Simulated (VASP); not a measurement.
Crystal: BN.

```
CELL_PARAMETERS angstrom
0.00000 1.81300 1.81300
1.81300 0.00000 1.81300
1.81300 1.81300 0.00000
ATOMIC_POSITIONS crystal
N 0.25000 0.25000 0.25000
B 0.00000 0.00000 0.00000
```

The cell is a database's computed one.

```yaml
Program: VASP 6.6.1
Task: relaxation of cell and atoms
Functional: HSE03
Potentials_or_basis: VASP PAW PBE potentials, release 64 (N, B)
Cutoff: 600 eV
k_mesh: 7 × 7 × 7
Occupations: fermi-dirac, width 0.05 eV
Spin: no spin polarisation
```

At the start: pressure -8.9 GPa; volume 5.96 Å³/atom.

How do energy, volume and symmetry change on relaxing?

Over 3 steps the energy falls by 3.8 meV/atom and the volume is 5.83 Å³/atom (-2.2 %); space group F-43m (No. 216, to 0.05 Å).

The path:
```tsv
step	energy change (eV)	largest force (eV/Å)	pressure (GPa)	volume (Å³)
1	0.0000	0.0000	-8.86	11.92
2	0.0019	0.0000	10.64	11.36
3	-0.0076	0.0000	-0.04	11.65
```

Final structure:
```yaml
crystal:
  lattice:
    - [0.00000, 1.79935, 1.79935]
    - [1.79935, 0.00000, 1.79935]
    - [1.79935, 1.79935, 0.00000]
  atoms:
    - { symbol: N, position: [0.25000, 0.25000, 0.25000] }
    - { symbol: B, position: [0.00000, 0.00000, 0.00000] }
```

Caveat: the k mesh is coarse (spacing up to 0.43 Å⁻¹), so the values aren't converged, least of all with exact exchange; the PAW data sets were made with another functional, which shifts forces and pressure a little.
